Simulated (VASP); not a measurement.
Hg, 2 atoms in the cell. It takes space group P6_3/mmc (No. 194, hexagonal). The conventional cell has a = 3.220 Å, b = 3.220 Å, c = 5.501 Å, α = 90.00°, β = 90.00°, γ = 120.00°. Hg (site symmetry -6m2) is surrounded by 12 Hg at 3.22 to 3.32 Å.  The cell isn't the ideal one: volume 24.693 Å^3 an atom, c/a of the conventional cell 1.7086.

| Property | Result |
| --- | --- |
| Program | VASP 6.6.1 |
| Task | single point |
| Functional | PBE |
| Dispersion | D3(BJ) |
| Potentials or basis | VASP PAW PBE potentials, release 64 (Hg) |
| Cutoff | 520 eV |
| k mesh | 18 × 18 × 10 |
| Occupations | gaussian, width 0.15 eV |
| Spin | no spin polarisation |
| Dipole correction | no |
| Further INCAR settings | ALGO = Fast; EDIFF = 1e-06; NBANDS = 19 |

Potentials or basis: VASP PAW PBE potentials, release 64 (Hg).

Launch:

```bash
$ cat potpaw_PBE.64/Hg/POTCAR > POTCAR
$ mpirun -np 1 vasp_std > vasp.out
```

Hardware: 1 thread of Intel(R) Xeon(R) 6975P-C (Granite Rapids) (shared host).

Q: How long does it take, and how much memory?

A: Wall time 47 s on 1 thread of Intel(R) Xeon(R) 6975P-C (Granite Rapids), on a shared host, peak memory 0.28 GiB. Counts: scf iterations 11, k points 222.
